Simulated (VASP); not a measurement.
# Ta (Im-3m) in VASP: further runs, part 2 of 2

VASP 6.6.1.

**3. Relaxation of cell and atoms, PBE**

This run uses another cell than the first one, of 18.29 Å³/atom, 1.015 times its volume.

INCAR reads:

```
ALGO = Normal ; AMIX = 0.2
EDIFF = 1E-7 ; EDIFFG = -0.002
ENCUT = 520 ; GGA = PE
IBRION = 2 ; ISIF = 3
ISMEAR = 0 ; LASPH = True
LCHARG = False ; LREAL = False
LWAVE = False ; NELM = 80
NSW = 80 ; PREC = Accurate
SIGMA = 0.1
```

KPOINTS reads:

```
k-points
0
Gamma
  18 18 18
```

POSCAR reads:

```
Ta                                      
1.0
   -1.6596665976      1.6596665976      1.6596665976
    1.6596665976     -1.6596665976      1.6596665976
    1.6596665976      1.6596665976     -1.6596665976
  Ta            
     1
Direct
     0.0000000000000000    0.0000000000000000    0.0000000000000000
```

Potentials or basis: VASP PAW PBE potentials, release 64 (Ta_pv).

The run is started by

```console
$ cat potpaw_PBE.64/Ta_pv/POTCAR > POTCAR
$ mpirun -np 1 vasp_std > vasp.out
```

OUTCAR:

```text
AMIX = 0.2
   EDIFF = 1E-7
   EDIFFG = -0.002
   ENCUT = 520
   GGA = PE
   IBRION = 2
   ISIF = 3
   ISMEAR = 0
   LASPH = True
   LREAL = False
   NELM = 80
   NSW = 80
   PREC = Accurate

 ion  position               nearest neighbor table
   1  0.000  0.000  0.000-

  LATTYP: Found a body centered cubic cell.
 ALAT       =     3.3193331952

  Lattice vectors:

 A1 = (  -1.6596665976,   1.6596665976,   1.6596665976)
 A2 = (   1.6596665976,  -1.6596665976,   1.6596665976)
 A3 = (   1.6596665976,   1.6596665976,  -1.6596665976)

Analysis of symmetry for initial positions (statically):
=====================================================================
 Subroutine PRICEL returns:
 Original cell was already a primitive cell.

 Routine SETGRP: Setting up the symmetry group for a
 body centered cubic supercell.

 Subroutine GETGRP returns: Found 48 space group operations
 (whereof 48 operations were pure point group operations)
 out of a pool of 48 trial point group operations.

The static configuration has the point symmetry O_h .

Analysis of symmetry for dynamics (positions and initial velocities):
=====================================================================
 Subroutine PRICEL returns:
 Original cell was already a primitive cell.

 Routine SETGRP: Setting up the symmetry group for a
 body centered cubic supercell.

 Subroutine GETGRP returns: Found 48 space group operations
 (whereof 48 operations were pure point group operations)
 out of a pool of 48 trial point group operations.

The dynamic configuration has the point symmetry O_h .

 Subroutine INISYM returns: Found 48 space group operations
 (whereof 48 operations are pure point group operations),
 and found     1 'primitive' translations

----------------------------------------------------------------------------------------

                                     Primitive cell

  volume of cell :      18.2862

  direct lattice vectors                    reciprocal lattice vectors
    -1.659666598  1.659666598  1.659666598     0.000000000  0.301265327  0.301265327
     1.659666598 -1.659666598  1.659666598     0.301265327  0.000000000  0.301265327
     1.659666598  1.659666598 -1.659666598     0.301265327  0.301265327  0.000000000

  length of vectors
     2.874626871  2.874626871  2.874626871     0.426053511  0.426053511  0.426053511

  position of ions in fractional coordinates (direct lattice)
     0.000000000  0.000000000  0.000000000

  ion indices of the primitive-cell ions
   primitive index   ion index
                 1           1

----------------------------------------------------------------------------------------

 KPOINTS: k-points

Automatic generation of k-mesh.
 Grid dimensions read from file:
 generate k-points for:   18   18   18

 Generating k-lattice:

  Cartesian coordinates                     Fractional coordinates (reciprocal lattice)
     0.000000000  0.016736963  0.016736963     0.055555556  0.000000000  0.000000000
     0.016736963  0.000000000  0.016736963     0.000000000  0.055555556  0.000000000
     0.016736963  0.016736963  0.000000000     0.000000000  0.000000000  0.055555556

  Length of vectors
     0.023669640  0.023669640  0.023669640

  Shift w.r.t. Gamma in fractional coordinates (k-lattice)
     0.000000000  0.000000000  0.000000000

 Subroutine IBZKPT returns following result:
 ===========================================

 Found    195 irreducible k-points:

 Following reciprocal coordinates:
            Coordinates               Weight
  0.000000  0.000000  0.000000      1.000000
  0.055556  0.000000  0.000000     12.000000
  0.111111  0.000000  0.000000     12.000000
  0.166667  0.000000  0.000000     12.000000
  0.222222  0.000000  0.000000     12.000000
  0.277778  0.000000  0.000000     12.000000
[... 16 lines left out ...]
  0.333333  0.111111  0.000000     48.000000
  0.388889  0.111111  0.000000     48.000000
 [... further k-points ...]
   k-points           NKPTS =    195   k-points in BZ     NKDIM =    195   number of bands    NBANDS=      9
   number of dos      NEDOS =    301   number of ions     NIONS =      1
   total plane-waves  NPLWV =  13824
   dimension x,y,z NGX =    24 NGY =   24 NGZ =   24
   dimension x,y,z NGXF=    48 NGYF=   48 NGZF=   48
   ions per type =               1
   NGX,Y,Z   is equivalent  to a cutoff of  13.88, 13.88, 13.88 a.u.
   NGXF,Y,Z  is equivalent  to a cutoff of  27.76, 27.76, 27.76 a.u.
 SYSTEM =  unknown system
   PREC   = accura    normal or accurate (medium, high low for compatibility)
   ISTART =      0    job   : 0-new  1-cont  2-samecut
   ICHARG =      2    charge: 1-file 2-atom 10-const
   ISPIN  =      1    spin polarized calculation?
   LNONCOLLINEAR =      F non collinear calculations
   LSORBIT =      F    spin-orbit coupling
   LASPH  =      T    aspherical Exc in radial PAW
   ENCUT  =  520.0 eV  38.22 Ry    6.18 a.u.   5.34  5.34  5.34*2*pi/ulx,y,z
   NELM   =     80;   NELMIN=  2; NELMDL= -5     # of ELM steps
   EDIFF  = 0.1E-06   stopping-criterion for ELM
   LREAL  =      F    real-space projection
   EDIFFG = -.2E-02   stopping-criterion for IOM
   NSW    =     80    number of steps for IOM
   IBRION =      2    ionic relax: 0-MD 1-quasi-New 2-CG
   NFREE  =      1    steps in history (QN), initial steepest desc. (CG)
   ISIF   =      3    stress and relaxation
   ISYM   =      2    0-nonsym 1-usesym 2-fastsym
   POTIM  = 0.5000    time-step for ionic-motion
   TEBEG  =    0.0;   TEEND  =   0.0 temperature during run
   PSTRESS=    0.0 pullay stress
   NELECT =      11.0000    total number of electrons
   NUPDOWN=      -1.0000    fix difference up-down
   EMIN   =  10.00;   EMAX   =-10.00  energy-range for DOS
   EFERMI =   0.00;   METHOD = LEGACY
   ISMEAR =     0;   SIGMA  =   0.10  broadening in eV -4-tet -1-fermi 0-gaus
   EFERMI_NEDOS =   21; number of points for ismear=-14 and -15
   IALGO  =     38    algorithm
   IMIX   =      4    mixing-type and parameters
     AMIX     =   0.20;   BMIX     =  1.00
     AMIX_MAG =   0.80;   BMIX_MAG =  1.00
  volume/ion in A,a.u.               =      18.29       123.40
  Fermi-wavevector in a.u.,A,eV,Ry     =   1.381969  2.611542 25.984917  1.909838
  Thomas-Fermi vector in A             =   2.506704
   LORBIT       =      0    0 simple, 1 ext, 2 COOP (PROOUT), +10 PAW based schemes
   GGA     = PE    functional components
   LHFCALC =     F    Hartree Fock is set to
   AEXX    =    0.0000 exact exchange contribution
   IVDW    =     0    specifies the selected vdW correction
   LEPSILON=     F    determine dielectric tensor
   LRPA    =     F    only Hartree local field effects (RPA)
 conjugate gradient relaxation of ions
 non-spin polarized calculation
 Gauss-broadening in eV      SIGMA  =   0.10
  energy-cutoff  :      520.00
  volume of cell :       18.29
 maximum number of plane-waves:       531
 NGX is ok and might be reduce to    24
   NGX = 11   NGY = 11   NGZ = 11

 number of electron      11.0000001 magnetization

 Free energy of the ion-electron system (eV)
  ---------------------------------------------------
  ext. energy  EPLUGINS =         0.00000000
  ---------------------------------------------------
  free energy    TOTEN  =       -11.81632395 eV

  energy without entropy =      -11.81023607  energy(sigma->0) =      -11.81328001

 E-fermi :   5.3743     XC(G=0): -12.5407

 val. band max:        5.3538520702   @ k =   0.1111   0.1111   0.0000
 cond. band min:       5.3759898911   @ k =   0.3333   0.1667   0.0556
 fundamental gap:      0.0221378209
 Fermi energy:         5.3742695457

 k-point     1 :       0.0000    0.0000    0.0000
  band No.  band energies     occupation
      1     -27.7665      2.00000
      2     -27.7665      2.00000
      3     -27.7665      2.00000
      4      -2.4936      2.00000
      5       6.0991      0.00000
      6       6.0991      0.00000
      7       6.0991      0.00000
      8       9.3187      0.00000
      9       9.3187      0.00000
[... 265 lines left out ...]
 k-point    24 :       0.3889    0.1111    0.0000
  band No.  band energies     occupation
      1     -28.8136      2.00000
      2     -28.1583      2.00000
      3     -27.8219      2.00000
      4       1.4375      2.00000
      5       3.9828      2.00000
      6       5.9797      0.00000
      7       9.0646      0.00000
      8      10.3310      0.00000
      9      13.1158      0.00000

 [... further k-points ...]

------------------------ aborting loop because EDIFF is reached ----------------------------------------

  FORCE on cell =-STRESS in cart. coord.  units (eV):
  Direction    XX          YY          ZZ          XY          YZ          ZX
  --------------------------------------------------------------------------------------
  -------------------------------------------------------------------------------------
  Total        0.0007792      0.0007792      0.0007792     -0.0000000     -0.0000000     -0.0000000
  in kB        0.0682712      0.0682712      0.0682712     -0.0000000     -0.0000000     -0.0000000
  external PRESSURE =       0.0682712 kB  Pullay stress =       0.0000000 kB

 VOLUME and BASIS-vectors are now :
 -----------------------------------------------------------------------------
  energy-cutoff  :      520.00
  volume of cell :       18.29
      direct lattice vectors                 reciprocal lattice vectors
    -1.659666598  1.659666598  1.659666598     0.000000000  0.301265327  0.301265327
     1.659666598 -1.659666598  1.659666598     0.301265327  0.000000000  0.301265327
     1.659666598  1.659666598 -1.659666598     0.301265327  0.301265327  0.000000000

 POSITION                                       TOTAL-FORCE (eV/Angst)
 -----------------------------------------------------------------------------------
      0.00000      0.00000      0.00000         0.000000      0.000000     -0.000000
 -----------------------------------------------------------------------------------
    total drift:                                0.000000      0.000000      0.000000

  FREE ENERGIE OF THE ION-ELECTRON SYSTEM (eV)
  ---------------------------------------------------
  free  energy   TOTEN  =       -11.8163239493 eV

  energy  without entropy=      -11.8102360732  energy(sigma->0) =      -11.81328001

 reached required accuracy - stopping structural energy minimisation
```

It took 19 s on 1 thread of Intel Xeon Platinum 8488C (Sapphire Rapids), shared host; peak memory 0.16 GiB.

Results:

```
Free energy             : -11.8163 eV
Pressure after relaxing : 0.0 GPa
Band gap on the k mesh  : none (metal or under the smearing width)
```

Final structure:
```yaml
crystal:
  lattice:
    - [-1.65967, 1.65967, 1.65967]
    - [1.65967, -1.65967, 1.65967]
    - [1.65967, 1.65967, -1.65967]
  atoms:
    - { symbol: Ta, position: [0.00000, 0.00000, 0.00000] }
```

Caveat: the relaxation stopped at its first step, so nothing moved. The run has no spin-orbit coupling, so splittings on Ta are missing.
